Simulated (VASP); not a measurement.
# CdSe (P6_3mc): a series in biaxial strain in the (0001) plane, part 2 of 2

How do the elastic response and the band edges of CdSe follow biaxial strain in the (0001) plane?

VASP 6.6.1, plane waves and PAW; the level of theory is named at each step.

So far. Step 5 (Band edges, r2SCAN): The run ends at a pressure of 3.01 GPa, with forces up to 0.0048 eV/Å.

### Step 6. The table

Runs beyond LDA use the data sets made with LDA; this shifts their levels slightly, and their total energies have another zero (at TB-mBJ, which has no energy functional, they mean nothing).

The other members went through these steps as far as the tables show, with the same cutoff and, step by step, the same mesh; 41 runs are not shown. The session took 7.2 core hours (wall time by ranks) on a shared machine.

```
in-plane strain (%)  strain along the normal (%)  in-plane stress, tension positive (GPa)  energy above the unstrained row (meV/atom)  gap on the mesh, LDA (eV)
             -2.000                        1.907                                   -1.842                                       6.718                      0.427
             -1.500                        1.434                                   -1.376                                       3.859                      0.446
             -1.000                        0.972                                   -0.898                                       1.761                      0.460
             -0.500                        0.497                                   -0.436                                       0.489                      0.472
                  0                        0.000                                   -0.005                                       0.000                      0.482
              0.500                       -0.452                                    0.447                                       0.247                      0.488
              1.000                       -0.923                                    0.893                                       1.258                      0.478
              1.500                       -1.390                                    1.322                                       3.012                      0.447
              2.000                       -1.853                                    1.750                                       5.500                      0.417
```

Slopes at zero strain, from cubics through all rows: strain ratio -0.948, stress over strain 89 GPa. For (0001) the ratio is −2C₁₃/C₃₃.

Band edges at TB-mBJ with spin-orbit coupling, counted from the valence-band top at Γ, spin-orbit pairs averaged, with one row partly withheld:

```csv
in-plane strain (%),gap (eV),conduction band at Γ (eV),lowest conduction level on M–L (eV),second valence level below the top (eV),third valence level below the top (eV)
-2.000,1.904,1.904,3.534,0.120,0.455
-1.500,1.928,1.928,3.580,0.100,0.423
-1.000,1.948,1.948,3.621,0.078,0.396
-0.500,?,?,3.661,0.054,0.373
0,1.978,1.978,3.699,0.028,0.355
0.500,1.986,1.986,3.732,0.004,0.341
1.000,1.971,1.972,3.741,0.021,0.350
1.500,1.952,1.952,3.746,0.045,0.365
2.000,1.933,1.933,3.750,0.069,0.380
```

Conduction masses, in electron masses:

| in-plane strain (%) | conduction mass at Γ, along the strain axis or the normal of the plane | conduction mass at Γ, across the strain axis or in the plane |
| --- | --- | --- |
| -2.000 | 0.149 | 0.183 |
| -1.500 | 0.153 | 0.182 |
| -1.000 | 0.155 | 0.181 |
| -0.500 | 0.159 | 0.179 |
| 0 | 0.160 | 0.178 |
| 0.500 | 0.163 | 0.178 |
| 1.000 | 0.165 | 0.176 |
| 1.500 | 0.166 | 0.175 |
| 2.000 | 0.168 | 0.175 |

Band edges at r2SCAN, counted from the valence-band top at Γ:

```
in-plane strain (%)  gap (eV)  conduction band at Γ (eV)  lowest conduction level on M–L (eV)  second valence level below the top (eV)  third valence level below the top (eV)
             -2.000     1.164                      1.164                                2.997                                    0.000                                   0.256
             -1.500     1.184                      1.184                                3.042                                    0.000                                   0.202
             -1.000     1.200                      1.200                                3.083                                    0.000                                   0.152
             -0.500     1.214                      1.214                                3.123                                    0.000                                   0.105
                  0     1.225                      1.225                                3.161                                    0.000                                   0.059
              0.500     1.232                      1.232                                3.195                                    0.000                                   0.020
              1.000     1.219                      1.219                                3.209                                    0.017                                   0.017
              1.500     1.188                      1.188                                3.204                                    0.051                                   0.051
              2.000     1.157                      1.157                                3.201                                    0.081                                   0.081
```

Conduction masses, in electron masses:

```csv
in-plane strain (%),"conduction mass at Γ, along the strain axis or the normal of the plane","conduction mass at Γ, across the strain axis or in the plane"
-2.000,0.094,0.107
-1.500,0.095,0.107
-1.000,0.096,0.107
-0.500,0.097,0.106
0,0.097,0.105
0.500,0.098,0.105
1.000,0.098,0.104
1.500,0.098,0.103
2.000,0.098,0.103
```

### Step 7. A fit to the known rows

The quantity to fit is the conduction level at Γ above the mean of the three top valence levels at TB-mBJ with spin-orbit coupling: 2.096, 2.103, 2.106, 2.106, 2.101, 2.095, 2.089, 2.082 eV in the rows shown.

Fitting a parabola to the 8 known rows (e: strain in %) gives E = − 0.003986 e² − 0.004038 e + 2.105 in eV; the residuals are 9.8e-4 eV r.m.s.

For the withheld row, e = -0.5, the fit gives 2.1058 eV.

### Step 8. Checking the prediction

The calculation gives 2.1069 eV, so the prediction is 0.0011 eV too low, within twice the residual of the fit.

### Step 9. What came out

```
ratio of normal to in-plane strain                                                                                                : -0.948
biaxial modulus                                                                                                                   : 89 GPa
gap of the unstrained cell, TB-mBJ with spin-orbit coupling                                                                       : 1.98 eV
gap of the unstrained cell, r2SCAN                                                                                                : 1.23 eV
slope at zero strain of the conduction level at Γ above the mean of the three top valence levels, TB-mBJ with spin-orbit coupling : -4 meV per %
error of the predicted row                                                                                                        : -1.1 meV
```

As a check, the curvature of the energy gives 90 GPa for the same modulus (energy per volume = M × strain²), 0 % from the slope of the stress. At TB-mBJ with spin-orbit coupling the lowest conduction valley is Γ throughout, and the gap runs between 1.90 and 1.99 eV. At r2SCAN the lowest conduction valley is Γ throughout, and the gap runs between 1.16 and 1.23 eV. Hole masses are left out throughout, since the top bands are degenerate or cross in many series; of conduction masses, those of the Γ, L and (for Si and Ge under (001) strain) Δ valleys are kept where they change by under an eighth between rows. TB-mBJ is a potential fitted for gaps; it has no energy functional, so its total energies and forces mean nothing, and its bands tend to come out too narrow. r2SCAN opens gaps somewhat over GGA but leaves them below measured values as a rule. Spin-orbit coupling is left out at r2SCAN, so the valence splittings there lack it. Temperature, zero-point motion and excitons are left out.

[Lines on the potential files, build, host, timing and source positions are cut from VASP's logs without a mark.]

[Logs are printed without paths, hosts, clocks, repeated set-up lines and the standing remarks that a program may print on its own settings, such as how far it seeks lower states.]

[Hosts, paths, dates, database ids (printed as entryN), source tags and the programs' standing remarks are cut or masked in the printed files.]

[In band tables of VASP the shares of atoms and orbitals are scaled to a sum of 1 inside the atoms' spheres.]
